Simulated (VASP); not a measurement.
# Settings for Ta: self-consistent run

Ta, Im-3m (no. 229), 1 atom in the cell. PBE; PAW potentials Ta_pv (PBE set). VASP 6.6.1.

Wanted: energy within 1 meV/atom; forces within 0.005 eV/Å; pressure within 0.1 GPa.

POSCAR:
```
Ta
1.0
   -1.6512800000      1.6512800000      1.6512800000
    1.6512800000     -1.6512800000      1.6512800000
    1.6512800000      1.6512800000     -1.6512800000
Ta
1
Direct
    0.0000000000      0.0000000000      0.0000000000
```

## FFT grids and symmetry tolerance typed by hand

| FFT grids and symmetry tolerance typed by hand | Energy less reference (meV/atom) | Forces, largest deviation (eV/Å) | Pressure (GPa) | SCF iterations | Time (s) |
|---|---|---|---|---|---|
| default | 0.0 | 0.0000 | 3.07 | 13 | 3.1 |
| NGX, NGY, NGZ = 26, 26, 26 | 0.0 | 0.0000 | 3.07 | 13 | 5.9 |
| NGX, NGY, NGZ = 16, 16, 16 | 0.0 | 0.0000 | 3.06 | 13 | 2.1 |
| NGX, NGY, NGZ = 14, 14, 14 | 0.0 | 0.0000 | 3.06 | 13 | 1.9 |
| NGX, NGY, NGZ = 12, 12, 12 | 0.0 | 0.0000 | 3.05 | 13 | 1.7 |
| NGXF, NGYF, NGZF = 28, 28, 28 | 0.0 | 0.0000 | 3.06 | 13 | 2.8 |
| NGXF, NGYF, NGZF = 56, 56, 56 | 0.0 | 0.0000 | 3.07 | 13 | 3.5 |
| SYMPREC = 0.001 | 0.0 | 0.0000 | 3.07 | 13 | 3.0 |
| SYMPREC = 1e-08 | 0.0 | 0.0000 | 3.07 | 13 | 3.0 |
| EWALD_CUTOFF = 2.0 | -2628.0 | 0.0000 | -81.97 | 13 | 3.0 |
| EWALD_CUTOFF = 8.0 | 0.0 | 0.0000 | 3.07 | 13 | 3.1 |

Chosen: default; NGX, NGY, NGZ = 12, 12, 12 would be accurate enough too and is faster here.

## The input

INCAR:
```
SYSTEM = Ta
PREC     = Accurate       ! precision mode
ENCUT    = 400            ! plane-wave cutoff, eV
EDIFF    = 1E-7           ! SCF threshold, eV
ISMEAR   = 1              ! smearing method
SIGMA    = 0.1            ! smearing width, eV
LREAL    = .False.        ! projectors in reciprocal space
LASPH    = .True.         ! aspherical terms in the spheres
ALGO     = Normal         ! electronic algorithm
NELM     = 100            ! most SCF steps
ISIF     = 2              ! what is computed and relaxed
LWAVE    = .False.        ! write WAVECAR
LCHARG   = .False.        ! write CHGCAR
```

KPOINTS:
```
k-points
0
Gamma
  9 9 9
```

Commands:
```
cat potpaw_PBE.64/Ta_pv/POTCAR > POTCAR
mpirun -np 1 vasp_std > vasp.out
```

The chosen input took VASP 6.6.1 3.1 s on 1 core (AMD EPYC 9R45 (Zen 5)), a shared host.

## An input that fails: an FFT grid typed too coarse

It runs to its end, but against the unchanged starting input it is off by 6.7 meV/atom in the energy, 0.0000 eV/Å in the forces, 0.95 GPa in the pressure.

Changes against the starting input:
```
+ NGX = 8
+ NGY = 8
+ NGZ = 8
```
